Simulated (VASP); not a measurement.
# ZnSn2N2 (P-4m2) in VASP: a series of runs

One crystal, ZnSn2N2, is run at these levels: PBE; tasks: single point.

All numbers are computed with VASP 6.6.1; they aren't measurements. Logs are shortened: lines on timing, memory, paths and dates and some standing lists are left out, and cuts for length are marked.

### Step 1. The undisturbed crystal

Symmetry: P-4m2, No. 115, tetragonal system. The conventional cell has a = 3.352 Å, b = 3.352 Å, c = 8.064 Å, α = 90.00°, β = 90.00°, γ = 90.00°. Sn (site symmetry 2mm) is surrounded by 2 N at 2.12 Å. Zn (site symmetry -4m2) has 4 N at 2.05 Å as nearest neighbours. N (site symmetry 2mm) has 2 Zn at 2.05 Å and 2 Sn at 2.12 Å as nearest neighbours.

The cell comes from a database or a generator and needn't be the stable form of this composition.

### Step 2. Single point, PBE

Contents of INCAR:

```
SYSTEM = ZnSn2N2
  ADDGRID = .FALSE.
  ALGO = Normal
  EDIFF = 1E-7
  ENCUT = 500
  GGA = PE
  ISIF = 2
  ISMEAR = 0
  LASPH = .TRUE.
  LCHARG = .FALSE.
  LREAL = .FALSE.
  LWAVE = .FALSE.
  NBANDS = 33
  NELM = 100
  PREC = Accurate
  SIGMA = 0.05
```

Contents of KPOINTS:

```
k-points
0
G
  12 12 5
  0 0 0
```

Contents of POSCAR:

```
ZnSn2N2
1.0
    3.3523260000      0.0000000000      0.0000000000
    0.0000000000      3.3523260000      0.0000000000
    0.0000000000      0.0000000000      8.0642090000
Sn Zn N
2 1 2
Direct
    0.4973440000      0.4812300000      0.3153800000
    0.4977480000      0.5263330000      0.6946440000
   -0.0161480000     -0.0098380000     -0.0046550000
   -0.0132420000      0.5408690000      0.8583280000
    0.4951850000     -0.0107610000      0.1447960000
```

Potentials or basis: VASP PAW PBE potentials, release 64 (Sn_d, Zn, N).

Launch:

```sh
$ cat potpaw_PBE.64/Sn_d/POTCAR potpaw_PBE.64/Zn/POTCAR potpaw_PBE.64/N/POTCAR > POTCAR
$ mpirun -np 1 vasp_std > vasp.out
```

OUTCAR:

```text
SYSTEM = ZnSn2N2
   EDIFF = 1E-7
   ENCUT = 500
   GGA = PE
   ISIF = 2
   ISMEAR = 0
   LASPH = .TRUE.
   LREAL = .FALSE.
   NELM = 100
   PREC = Accurate

 Found    362 irreducible k-points:

 Following reciprocal coordinates:
            Coordinates               Weight
  0.000000  0.000000  0.000000      1.000000
  0.083333  0.000000  0.000000      2.000000
  0.000000  0.083333  0.000000      2.000000
  0.166667  0.000000  0.000000      2.000000
  0.000000  0.166667  0.000000      2.000000
  0.250000  0.000000  0.000000      2.000000
   k-points           NKPTS =    362   k-points in BZ     NKDIM =    362   number of bands    NBANDS=     33
   number of dos      NEDOS =    301   number of ions     NIONS =      5
   total plane-waves  NPLWV =  34560
   dimension x,y,z NGX =    24 NGY =   24 NGZ =   60
   dimension x,y,z NGXF=    48 NGYF=   48 NGZF=  120
   ions per type =               2   1   2
   NGX,Y,Z   is equivalent  to a cutoff of  11.90, 11.90, 12.37 a.u.
   NGXF,Y,Z  is equivalent  to a cutoff of  23.80, 23.80, 24.74 a.u.
 SYSTEM =  ZnSn2N2
   PREC   = accura    normal or accurate (medium, high low for compatibility)
   ISTART =      0    job   : 0-new  1-cont  2-samecut
   ICHARG =      2    charge: 1-file 2-atom 10-const
   ISPIN  =      1    spin polarized calculation?
   LNONCOLLINEAR =      F non collinear calculations
   LSORBIT =      F    spin-orbit coupling
   LASPH  =      T    aspherical Exc in radial PAW
   ENCUT  =  500.0 eV  36.75 Ry    6.06 a.u.   6.11  6.11 14.70*2*pi/ulx,y,z
   NELM   =    100;   NELMIN=  2; NELMDL= -5     # of ELM steps
   EDIFF  = 0.1E-06   stopping-criterion for ELM
   LREAL  =      F    real-space projection
   EDIFFG = 0.1E-05   stopping-criterion for IOM
   NSW    =      0    number of steps for IOM
   IBRION =     -1    ionic relax: 0-MD 1-quasi-New 2-CG
   NFREE  =      0    steps in history (QN), initial steepest desc. (CG)
   ISIF   =      2    stress and relaxation
   ISYM   =      2    0-nonsym 1-usesym 2-fastsym
   POTIM  = 0.5000    time-step for ionic-motion
   TEBEG  =    0.0;   TEEND  =   0.0 temperature during run
   PSTRESS=    0.0 pullay stress
   NELECT =      50.0000    total number of electrons
   NUPDOWN=      -1.0000    fix difference up-down
   EMIN   =  10.00;   EMAX   =-10.00  energy-range for DOS
   EFERMI =   0.00;   METHOD = LEGACY
   ISMEAR =     0;   SIGMA  =   0.05  broadening in eV -4-tet -1-fermi 0-gaus
   EFERMI_NEDOS =   21; number of points for ismear=-14 and -15
   IALGO  =     38    algorithm
   IMIX   =      4    mixing-type and parameters
     AMIX     =   0.40;   BMIX     =  1.00
     AMIX_MAG =   1.60;   BMIX_MAG =  1.00
  volume/ion in A,a.u.               =      18.13       122.32
  Fermi-wavevector in a.u.,A,eV,Ry     =   1.342703  2.537341 24.529295  1.802852
  Thomas-Fermi vector in A             =   2.470836
   LORBIT       =      0    0 simple, 1 ext, 2 COOP (PROOUT), +10 PAW based schemes
   GGA     = PE    functional components
   LHFCALC =     F    Hartree Fock is set to
   AEXX    =    0.0000 exact exchange contribution
   IVDW    =     0    specifies the selected vdW correction
   LEPSILON=     F    determine dielectric tensor
   LRPA    =     F    only Hartree local field effects (RPA)
 non-spin polarized calculation
 Gauss-broadening in eV      SIGMA  =   0.05
  energy-cutoff  :      500.00
  volume of cell :       90.63
 maximum number of plane-waves:      2348
   NGX = 13   NGY = 13   NGZ = 29

 number of electron      49.9999989 magnetization

 Free energy of the ion-electron system (eV)
  ---------------------------------------------------
  ext. energy  EPLUGINS =         0.00000000
  ---------------------------------------------------
  free energy    TOTEN  =       -23.94959155 eV

  energy without entropy =      -23.94509653  energy(sigma->0) =      -23.94734404

 E-fermi :   5.3877     XC(G=0): -10.2339

 val. band max:        5.3865633222   @ k =  -0.3333   0.5000   0.2000
 cond. band min:       5.3880137310   @ k =   0.3333  -0.0833  -0.4000
 fundamental gap:      0.0014504089
 Fermi energy:         5.3877056313

 k-point     1 :       0.0000    0.0000    0.0000
  band No.  band energies     occupation
      1     -16.1017      2.00000
      2     -16.0365      2.00000
      3     -15.9627      2.00000
      4     -15.9023      2.00000
      5     -15.8831      2.00000
      6     -15.8275      2.00000
[... 25 lines left out ...]
     32      12.8654      0.00000
     33      13.2327      0.00000

 k-point     2 :       0.0833    0.0000    0.0000
  band No.  band energies     occupation
      1     -16.0943      2.00000
      2     -16.0283      2.00000
      3     -15.9601      2.00000
      4     -15.9098      2.00000
      5     -15.8826      2.00000
      6     -15.8307      2.00000
[... 25 lines left out ...]
     32      12.7394      0.00000
     33      13.4751      0.00000

 k-point     3 :       0.0000    0.0833    0.0000
  band No.  band energies     occupation
      1     -16.0939      2.00000
      2     -16.0300      2.00000
      3     -15.9592      2.00000
      4     -15.9019      2.00000
      5     -15.8874      2.00000
      6     -15.8305      2.00000
[... 25 lines left out ...]
     32      12.9239      0.00000
     33      13.6401      0.00000

 k-point     4 :       0.1667    0.0000    0.0000
  band No.  band energies     occupation
      1     -16.0772      2.00000
      2     -16.0063      2.00000
      3     -15.9592      2.00000
      4     -15.9216      2.00000
      5     -15.8814      2.00000
      6     -15.8396      2.00000
[... 25 lines left out ...]
     32      12.8811      0.00000
     33      13.8439      0.00000

 k-point     5 :       0.0000    0.1667    0.0000
  band No.  band energies     occupation
      1     -16.0735      2.00000
      2     -16.0151      2.00000
      3     -15.9485      2.00000
      4     -15.9010      2.00000
      5     -15.8992      2.00000
      6     -15.8397      2.00000
[... 25 lines left out ...]
     32      13.0639      0.00000
     33      14.0032      0.00000

 k-point     6 :       0.2500    0.0000    0.0000
  band No.  band energies     occupation
      1     -16.0616      2.00000
      2     -15.9798      2.00000
      3     -15.9778      2.00000
      4     -15.9090      2.00000
      5     -15.8798      2.00000
      6     -15.8515      2.00000
[... 25 lines left out ...]
     32      13.1136      0.00000
     33      14.1856      0.00000

 [... further k-points ...]
[... 5 lines left out ...]
  --------------------------------------------------------------------------------------
  -------------------------------------------------------------------------------------
  Total       -0.4630934      0.1117245     -0.4840638     -0.0071227      2.0356050      0.1750861
  in kB       -8.1870016      1.9751720     -8.5577367     -0.1259217     35.9873461      3.0953382
  external PRESSURE =      -4.9231888 kB  Pullay stress =       0.0000000 kB

 VOLUME and BASIS-vectors are now :
 -----------------------------------------------------------------------------
  energy-cutoff  :      500.00
  volume of cell :       90.63
      direct lattice vectors                 reciprocal lattice vectors
     3.352326000  0.000000000  0.000000000     0.298300344  0.000000000  0.000000000
     0.000000000  3.352326000  0.000000000     0.000000000  0.298300344  0.000000000
     0.000000000  0.000000000  8.064209000     0.000000000  0.000000000  0.124004723

 POSITION                                       TOTAL-FORCE (eV/Angst)
 -----------------------------------------------------------------------------------
      1.66726      1.61324      2.54329        -0.008264      0.213677     -1.082642
      1.66861      1.76444      5.60175        -0.356880      0.028644      0.286490
      3.29819      3.31935      8.02667         0.211966      1.414909      1.101118
      3.30793      1.81317      6.92174         0.356850     -1.631309     -1.017033
      1.66002      3.31625      1.16767        -0.203673     -0.025921      0.712067
 -----------------------------------------------------------------------------------
    total drift:                                0.000555      0.000290     -0.000232

  FREE ENERGIE OF THE ION-ELECTRON SYSTEM (eV)
  ---------------------------------------------------
  free  energy   TOTEN  =       -23.9495915536 eV

  energy  without entropy=      -23.9450965322  energy(sigma->0) =      -23.94734404
```

It took 5.4 min on 1 thread of Intel Xeon 6975P-C (Granite Rapids), shared host; peak memory 0.91 GiB.

These settings aren't checked as converged: the numbers below hold their error.

Results:

- Free energy: -23.9496 eV
- Pressure: -0.5 GPa
- Largest force: 1.955 eV/Å
- Band gap on the k mesh: none (metal or under the smearing width)

### Step 3. Single point, PBE

INCAR: that of step 2 with these lines changed.

```diff
@@ -4,3 +4,3 @@
   EDIFF = 1E-7
-  ENCUT = 500
+  ENCUT = 900
   GGA = PE
```

Contents of KPOINTS:

```
k-points
0
G
  10 10 4
  0 0 0
```

POSCAR is that of step 2.

Potentials or basis: VASP PAW PBE potentials, release 64 (Sn_d, Zn, N).

Launch:

```sh
$ cat potpaw_PBE.64/Sn_d/POTCAR potpaw_PBE.64/Zn/POTCAR potpaw_PBE.64/N/POTCAR > POTCAR
$ mpirun -np 1 vasp_std > vasp.out
```

Run time: 9.2 min. Hardware: 1 thread of Intel Xeon 6975P-C (Granite Rapids), shared host; peak memory 1.2 GiB.

These settings aren't checked as converged: the numbers below hold their error.

Results:

```yaml
Free_energy: -23.9778 eV
Pressure: -0.5 GPa
Largest_force: 1.987 eV/Å
Band_gap_on_the_k_mesh: none (metal or under the smearing width)
```

### Step 4. For comparison

An earlier run on the cell as given: functional PBE; potentials or basis VASP PAW PBE potentials, release 64 (Sn_d, Zn, N); cutoff 520 eV; k mesh 8 × 8 × 4; occupations fermi-dirac, width 0.05 eV; no spin polarisation.

- Pressure: -0.3 GPa
- Largest force: 0.069 eV/Å
- Band gap on the k mesh: none (metal or under the smearing width)
